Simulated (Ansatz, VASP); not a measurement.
**NiO in VASP and in Ansatz**

```
Ni O
1.0
     0.00000    2.13233    2.13233
     2.13233    0.00000    2.13233
     2.13233    2.13233    0.00000
Ni O
1 1
Direct
  0.00000 0.00000 0.00000
  0.50000 0.50000 0.50000
```

Change from the starting cell: volume scaled by 1.06.

Alike in both runs: task single point; functional PBE; k mesh 11 × 11 × 11; occupations fermi-dirac, width 0.05 eV; collinear spin, ferromagnetic start.

|  | VASP | Ansatz |
| --- | --- | --- |
| version | VASP 6.6.1 | Ansatz 0.2.0 |
| potentials or method | VASP PAW PBE potentials, release 64 (Ni, O) | Ansatz PAW |
| plane-wave cutoff (eV) | 520 | 420 |
| valence electrons in the cell | 16 | 24 |

Ansatz gave:

* gap on the k mesh at the Fermi level (eV): none
* pressure (GPa): -5.4
* net moment per atom (μB): 0.93
* size of the moment on the site where the two differ most (μB): 0.31

**Question.** Which values does VASP return?

**Answer.** gap on the k mesh at the Fermi level (eV): none; pressure (GPa): -5.7; net moment per atom (μB): 0.92; size of the moment on the site where the two differ most (μB): 0.29.

Site moments also hang on the region over which each program counts them. A gap of «none» marks a metal or a gap that the smearing closes. The functional is the same, so the differences come from potentials, cutoffs and numerics. The two sets of potentials don't hold the same shells in valence.

Caveats: a cell with one magnetic atom can't hold antiferromagnetic order, which such compounds often take; semilocal functionals often make such compounds metallic where correlation or magnetic order opens a gap, which also shifts bond lengths; the pressure holds a Pulay correction of +0.7 GPa for the finite cutoff (Ansatz).
